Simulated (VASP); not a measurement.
# SrO (P6_3/mmc) in VASP: notebook

Runs on SrO. Level: PBE. Tasks: single point.

All numbers are computed with VASP 6.6.1; they aren't measurements. Logs are shortened: lines on timing, memory, paths and dates and some standing lists are left out, and cuts for length are marked.

### Step 1. Starting point

The structure is hexagonal, space group P6_3/mmc (No. 194). The conventional cell has a = 4.270 Å, b = 4.270 Å, c = 5.144 Å, α = 90.00°, β = 90.00°, γ = 120.00°. Sr (site symmetry -6m2) has 5 O at 2.47 to 2.57 Å as nearest neighbours. Around O (site symmetry -6m2) lie 5 Sr at 2.47 to 2.57 Å.

The cell was built by a generator and needn't be a form met in nature.

### Step 2. Single point, PBE

INCAR

```
SYSTEM = SrO
  PREC = Accurate
  ENCUT = 520
  EDIFF = 1E-6
  ISMEAR = 0
  SIGMA = 0.01
  LREAL = .False.
  LASPH = .True.
  NELM = 100
  ALGO = Normal
  ISIF = 2
  LWAVE = .False.
  LCHARG = .False.
  GGA = PE
  NBANDS = 24
```

KPOINTS

```
Automatic mesh
0
Gamma
  6 6 4
  0 0 0
```

POSCAR

```
SrO
1.0
    4.2700252809      0.0000000000      0.0000000000
   -2.1350126404      3.6979503680      0.0000000000
    0.0000000000      0.0000000000      5.1444569793
Sr O
2 2
Direct
    0.3333333333      0.6666666667      0.2500000000
    0.6666666667      0.3333333333      0.7500000000
    0.6666666667      0.3333333333      0.2500000000
    0.3333333333      0.6666666667      0.7500000000
```

Potentials or basis: VASP PAW PBE potentials, release 64 (Sr_sv, O).

On the command line:

```sh
> cat potpaw_PBE.64/Sr_sv/POTCAR potpaw_PBE.64/O/POTCAR > POTCAR
> mpirun -np 1 vasp_std > vasp.out
```

OUTCAR:

```text
SYSTEM = SrO
   PREC = Accurate
   ENCUT = 520
   EDIFF = 1E-6
   ISMEAR = 0
   LREAL = .False.
   LASPH = .True.
   NELM = 100
   ISIF = 2
   GGA = PE

 ion  position               nearest neighbor table
   1  0.333  0.667  0.250-   3 2.47   3 2.47   3 2.47   4 2.57   4 2.57   2 3.56   2 3.56   2 3.56
                             2 3.56   2 3.56   2 3.56
   2  0.667  0.333  0.750-   4 2.47   4 2.47   4 2.47   3 2.57   3 2.57   1 3.56   1 3.56   1 3.56
                             1 3.56   1 3.56   1 3.56
   3  0.667  0.333  0.250-   1 2.47   1 2.47   1 2.47   2 2.57   2 2.57
   4  0.333  0.667  0.750-   2 2.47   2 2.47   2 2.47   1 2.57   1 2.57

  LATTYP: Found a hexagonal cell.
 ALAT       =     4.2700252809
 C/A-ratio  =     1.2047837286

  Lattice vectors:

 A1 = (   4.2700252809,   0.0000000000,   0.0000000000)
 A2 = (  -2.1350126404,   3.6979503680,   0.0000000000)
 A3 = (   0.0000000000,   0.0000000000,   5.1444569793)

Analysis of symmetry for initial positions (statically):
=====================================================================
 Subroutine PRICEL returns:
 Original cell was already a primitive cell.

 Routine SETGRP: Setting up the symmetry group for a
 hexagonal supercell.

 Subroutine GETGRP returns: Found 24 space group operations
 (whereof 12 operations were pure point group operations)
 out of a pool of 24 trial point group operations.

The static configuration has the point symmetry D_3d.
 The point group associated with its full space group is D_6h.

Analysis of symmetry for dynamics (positions and initial velocities):
=====================================================================
 Subroutine PRICEL returns:
 Original cell was already a primitive cell.

 Routine SETGRP: Setting up the symmetry group for a
 hexagonal supercell.

 Subroutine GETGRP returns: Found 24 space group operations
 (whereof 12 operations were pure point group operations)
 out of a pool of 24 trial point group operations.

The dynamic configuration has the point symmetry D_3d.
 The point group associated with its full space group is D_6h.

 Subroutine INISYM returns: Found 24 space group operations
 (whereof 12 operations are pure point group operations),
 and found     1 'primitive' translations

----------------------------------------------------------------------------------------

                                     Primitive cell

  volume of cell :      81.2327

  direct lattice vectors                    reciprocal lattice vectors
     4.270025281  0.000000000  0.000000000     0.234190651  0.135210035  0.000000000
    -2.135012640  3.697950368  0.000000000     0.000000000  0.270420071  0.000000000
     0.000000000  0.000000000  5.144456979     0.000000000  0.000000000  0.194383976

  length of vectors
     4.270025281  4.270025281  5.144456979     0.270420071  0.270420071  0.194383976

  position of ions in fractional coordinates (direct lattice)
     0.333333333  0.666666667  0.250000000
     0.666666667  0.333333333  0.750000000
     0.666666667  0.333333333  0.250000000
     0.333333333  0.666666667  0.750000000

  ion indices of the primitive-cell ions
   primitive index   ion index
                 1           1
                 2           2
                 3           3
                 4           4

----------------------------------------------------------------------------------------

 KPOINTS: Automatic mesh

Automatic generation of k-mesh.
 Grid dimensions read from file:
 generate k-points for:    6    6    4

 Generating k-lattice:

  Cartesian coordinates                     Fractional coordinates (reciprocal lattice)
     0.039031775  0.022535006  0.000000000     0.166666667  0.000000000  0.000000000
     0.000000000  0.045070012  0.000000000     0.000000000  0.166666667  0.000000000
     0.000000000  0.000000000  0.048595994     0.000000000  0.000000000  0.250000000

  Length of vectors
     0.045070012  0.045070012  0.048595994

  Shift w.r.t. Gamma in fractional coordinates (k-lattice)
     0.000000000  0.000000000  0.000000000

 Subroutine IBZKPT returns following result:
 ===========================================

 Found     21 irreducible k-points:

 Following reciprocal coordinates:
            Coordinates               Weight
  0.000000  0.000000  0.000000      1.000000
  0.166667  0.000000  0.000000      6.000000
  0.333333  0.000000  0.000000      6.000000
  0.500000  0.000000  0.000000      3.000000
  0.166667  0.166667  0.000000      6.000000
  0.333333  0.166667  0.000000     12.000000
[... 13 lines left out ...]
  0.333333  0.166667  0.500000     12.000000
  0.333333  0.333333  0.500000      2.000000
   k-points           NKPTS =     21   k-points in BZ     NKDIM =     21   number of bands    NBANDS=     24
   number of dos      NEDOS =    301   number of ions     NIONS =      4
   total plane-waves  NPLWV =  40960
   dimension x,y,z NGX =    32 NGY =   32 NGZ =   40
   dimension x,y,z NGXF=    64 NGYF=   64 NGZF=   80
   ions per type =               2   2
   NGX,Y,Z   is equivalent  to a cutoff of  12.46, 12.46, 12.93 a.u.
   NGXF,Y,Z  is equivalent  to a cutoff of  24.92, 24.92, 25.85 a.u.
 SYSTEM =  SrO
   PREC   = accura    normal or accurate (medium, high low for compatibility)
   ISTART =      0    job   : 0-new  1-cont  2-samecut
   ICHARG =      2    charge: 1-file 2-atom 10-const
   ISPIN  =      1    spin polarized calculation?
   LNONCOLLINEAR =      F non collinear calculations
   LSORBIT =      F    spin-orbit coupling
   LASPH  =      T    aspherical Exc in radial PAW
   ENCUT  =  520.0 eV  38.22 Ry    6.18 a.u.   7.94  7.94  9.57*2*pi/ulx,y,z
   NELM   =    100;   NELMIN=  2; NELMDL= -5     # of ELM steps
   EDIFF  = 0.1E-05   stopping-criterion for ELM
   LREAL  =      F    real-space projection
   EDIFFG = 0.1E-04   stopping-criterion for IOM
   NSW    =      0    number of steps for IOM
   IBRION =     -1    ionic relax: 0-MD 1-quasi-New 2-CG
   NFREE  =      0    steps in history (QN), initial steepest desc. (CG)
   ISIF   =      2    stress and relaxation
   ISYM   =      2    0-nonsym 1-usesym 2-fastsym
   POTIM  = 0.5000    time-step for ionic-motion
   TEBEG  =    0.0;   TEEND  =   0.0 temperature during run
   PSTRESS=    0.0 pullay stress
   NELECT =      32.0000    total number of electrons
   NUPDOWN=      -1.0000    fix difference up-down
   EMIN   =  10.00;   EMAX   =-10.00  energy-range for DOS
   EFERMI =   0.00;   METHOD = LEGACY
   ISMEAR =     0;   SIGMA  =   0.01  broadening in eV -4-tet -1-fermi 0-gaus
   EFERMI_NEDOS =   21; number of points for ismear=-14 and -15
   IALGO  =     38    algorithm
   IMIX   =      4    mixing-type and parameters
     AMIX     =   0.40;   BMIX     =  1.00
     AMIX_MAG =   1.60;   BMIX_MAG =  1.00
  volume/ion in A,a.u.               =      20.31       137.05
  Fermi-wavevector in a.u.,A,eV,Ry     =   1.200092  2.267845 19.595387  1.440220
  Thomas-Fermi vector in A             =   2.335937
   LORBIT       =      0    0 simple, 1 ext, 2 COOP (PROOUT), +10 PAW based schemes
   GGA     = PE    functional components
   LHFCALC =     F    Hartree Fock is set to
   AEXX    =    0.0000 exact exchange contribution
   IVDW    =     0    specifies the selected vdW correction
   LEPSILON=     F    determine dielectric tensor
   LRPA    =     F    only Hartree local field effects (RPA)
 non-spin polarized calculation
 Gauss-broadening in eV      SIGMA  =   0.01
  energy-cutoff  :      520.00
  volume of cell :       81.23
 maximum number of plane-waves:      2208
 NGX is ok and might be reduce to    32
   NGX = 15   NGY = 15   NGZ = 19

 number of electron      32.0000008 magnetization

 Free energy of the ion-electron system (eV)
  ---------------------------------------------------
  ext. energy  EPLUGINS =         0.00000000
  ---------------------------------------------------
  free energy    TOTEN  =       -23.89444107 eV

  energy without entropy =      -23.89444107  energy(sigma->0) =      -23.89444107

 E-fermi :   0.8960     XC(G=0):  -8.9596

 val. band max:        0.7839351208   @ k =   0.0000   0.0000   0.0000
 cond. band min:       3.4226150579   @ k =   0.0000   0.0000   0.0000
 fundamental gap:      2.6386799372
 Fermi energy:         0.8960031260

 k-point     1 :       0.0000    0.0000    0.0000
  band No.  band energies     occupation
      1     -31.6214      2.00000
      2     -31.4528      2.00000
      3     -14.2566      2.00000
      4     -14.2546      2.00000
      5     -14.1596      2.00000
      6     -13.7617      2.00000
[... 16 lines left out ...]
     23       9.3585      0.00000
     24       9.6646      0.00000

 k-point     2 :       0.1667    0.0000    0.0000
  band No.  band energies     occupation
      1     -31.6070      2.00000
      2     -31.4583      2.00000
      3     -14.7259      2.00000
      4     -14.6479      2.00000
      5     -14.1045      2.00000
      6     -13.7988      2.00000
[... 16 lines left out ...]
     23       9.2540      0.00000
     24       9.2678      0.00000

 k-point     3 :       0.3333    0.0000    0.0000
  band No.  band energies     occupation
      1     -31.5724      2.00000
      2     -31.4750      2.00000
      3     -15.1843      2.00000
      4     -15.0946      2.00000
      5     -13.9634      2.00000
      6     -13.8659      2.00000
[... 16 lines left out ...]
     23       9.0850      0.00000
     24       9.5233      0.00000
[... 433 lines left out ...]
 k-point    20 :       0.3333    0.1667    0.5000
  band No.  band energies     occupation
      1     -31.5175      2.00000
      2     -31.5175      2.00000
      3     -15.6858      2.00000
      4     -15.6858      2.00000
      5     -13.7304      2.00000
      6     -13.7304      2.00000
[... 16 lines left out ...]
     23       9.8763      0.00000
     24       9.8763      0.00000

 k-point    21 :       0.3333    0.3333    0.5000
  band No.  band energies     occupation
      1     -31.5152      2.00000
      2     -31.5152      2.00000
      3     -15.7402      2.00000
      4     -15.7402      2.00000
      5     -13.7814      2.00000
      6     -13.7814      2.00000
[... 16 lines left out ...]
     23      10.0245      0.00000
     24      10.0245      0.00000

------------------------ aborting loop because EDIFF is reached ----------------------------------------

  FORCE on cell =-STRESS in cart. coord.  units (eV):
  Direction    XX          YY          ZZ          XY          YZ          ZX
  --------------------------------------------------------------------------------------
  -------------------------------------------------------------------------------------
  Total        0.7964252      0.7964252      1.0277127      0.0000000      0.0000000      0.0000000
  in kB       15.7081314     15.7081314     20.2698821      0.0000000      0.0000000      0.0000000
  external PRESSURE =      17.2287150 kB  Pullay stress =       0.0000000 kB

 VOLUME and BASIS-vectors are now :
 -----------------------------------------------------------------------------
  energy-cutoff  :      520.00
  volume of cell :       81.23
      direct lattice vectors                 reciprocal lattice vectors
     4.270025281  0.000000000  0.000000000     0.234190651  0.135210035  0.000000000
    -2.135012640  3.697950368  0.000000000     0.000000000  0.270420071  0.000000000
     0.000000000  0.000000000  5.144456979     0.000000000  0.000000000  0.194383976

 POSITION                                       TOTAL-FORCE (eV/Angst)
 -----------------------------------------------------------------------------------
     -0.00000      2.46530      1.28611         0.000000     -0.000000      0.000000
      2.13501      1.23265      3.85834        -0.000000      0.000000      0.000000
      2.13501      1.23265      1.28611         0.000000      0.000000      0.000000
     -0.00000      2.46530      3.85834        -0.000000      0.000000      0.000000
 -----------------------------------------------------------------------------------
    total drift:                                0.000000      0.000000     -0.000000

  FREE ENERGIE OF THE ION-ELECTRON SYSTEM (eV)
  ---------------------------------------------------
  free  energy   TOTEN  =       -23.8944410742 eV

  energy  without entropy=      -23.8944410742  energy(sigma->0) =      -23.89444107
```

Run time: 36 s. Hardware: 1 thread of Intel Xeon Platinum 8259CL at 2.50GHz (Skylake/Cascade Lake), shared host; peak memory 0.2 GiB.

Results:

| Quantity | Value |
| --- | --- |
| Free energy | -23.8944 eV |
| Pressure | 1.7 GPa |
| Band gap on the k mesh | 2.64 eV, direct |

Stress tensor (GPa, compression positive):
```
1.57 0.00 0.00
0.00 1.57 0.00
0.00 0.00 2.03
```

### Step 3. Single point, PBE

INCAR

```
SYSTEM = SrO
PREC = Accurate
ENCUT = 520
EDIFF = 1E-6
ISMEAR = 0
SIGMA = 0.01
LREAL = .False.
LASPH = .True.
NELM = 100
ALGO = Fast
ISIF = 2
LWAVE = .False.
LCHARG = .False.
GGA = PE
NBANDS = 24
```

KPOINTS

```
regular mesh
0
Gamma
  6 6 4
  0 0 0
```

POSCAR is that of step 2.

Potentials or basis: VASP PAW PBE potentials, release 64 (Sr_sv, O).

On the command line:

```sh
> cat potpaw_PBE.64/Sr_sv/POTCAR potpaw_PBE.64/O/POTCAR > POTCAR
> mpirun -np 1 vasp_std > vasp.out
```

It took 55 s on 1 thread of Intel Xeon Platinum 8259CL at 2.50GHz (Skylake/Cascade Lake), shared host; peak memory 0.2 GiB.

The run converged. Its results:

```
Free energy            : -23.8944 eV
Pressure               : 1.7 GPa
Band gap on the k mesh : 2.64 eV, direct
```

Stress tensor (GPa, compression positive):
```
1.57 0.00 0.00
0.00 1.57 0.00
0.00 0.00 2.03
```

Levels at points of the mesh, in eV from the valence-band top:
```csv
k point,band 12,band 13,band 14,band 15,band 16,band 17,band 18,band 19,band 20,band 21
"(0.00, 0.00, 0.00)",-1.06,-0.90,-0.90,-0.33,0.00,2.64,6.12,6.12,7.13,8.07
"(0.50, 0.00, 0.00)",-0.86,-0.37,-0.36,-0.34,-0.27,4.29,4.83,5.06,7.16,8.06
"(0.00, 0.00, 0.50)",-1.26,-1.10,-1.10,-1.10,-1.10,4.34,4.34,7.86,7.86,7.86
"(0.50, 0.00, 0.50)",-1.64,-0.91,-0.91,-0.44,-0.44,4.93,4.93,7.39,7.39,8.13
```
